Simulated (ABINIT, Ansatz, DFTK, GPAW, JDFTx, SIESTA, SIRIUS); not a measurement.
P: programs and potentials compared

```
P
1.0
     1.64774   -5.46504    0.00000
     1.64774    5.46504    0.00000
     0.00000    0.00000    4.54364
P
4
Direct
  0.91262 0.10718 0.59324
  0.09423 0.90635 0.41410
  0.59181 0.40672 0.09350
  0.40068 0.58277 0.90595
```

Atoms were shifted at random by some hundredths of an Å from the given cell, which wasn't relaxed again for these runs.

Alike in all runs: task single point; functional PBEsol; k mesh 8 × 8 × 6; occupations fermi-dirac, width 0.05 eV; no spin polarisation; no spin-orbit coupling. Pressure is positive in compression and, in plane waves, holds the error of the finite cutoff.

| program and potentials | plane-wave cutoff (eV) | notes | band gap (eV) | pressure (GPa) | largest force (eV/Å) | energy over the undisturbed cell (meV/atom) |
| --- | --- | --- | --- | --- | --- | --- |
| ABINIT, PseudoDojo NC SR PBEsol v0.4.1 standard | 599 | - | 0.23 | 1.31 | 1.401 | 22.70 |
| JDFTx, PseudoDojo-SR-PBEsol-0.4.1-standard with smoothed tails | 599 | - | 0.23 | 1.31 | 1.401 | 22.70 |
| SIRIUS, PseudoDojo 0.4.1 PBEsol standard (scalar relativistic) | 611 | - | 0.23 | 1.31 | 1.401 | 22.70 |
| GPAW, PAW data sets generated for this functional | 600 | - | ? | ? | ? | - |
| Ansatz, all-electron LAPW, scalar-relativistic | - | - | 0.24 | 1.38 | 1.404 | - |
| SIESTA, files PseudoDojo sr-pbesol-0.4.1-standard, DZP (energy shift 0.003 Ry) | - | atomic basis | 0.28 | 2.93 | 1.699 | 30.43 |
| DFTK, PseudoDojo SR PBEsol 0.4.1 standard (PBEsol) | 762 | - | 0.23 | 1.31 | 1.401 | - |

Question: Estimate from the other rows what the run with GPAW, PAW data sets generated for this functional gave.

Answer: Band gap 0.24 eV; pressure 1.68 GPa; largest force 1.451 eV/Å. The other rows, which needn't bracket it: band gap 0.23 to 0.28; pressure 1.31 to 2.93; largest force 1.401 to 1.699; energy over the undisturbed cell 22.70 to 30.43.
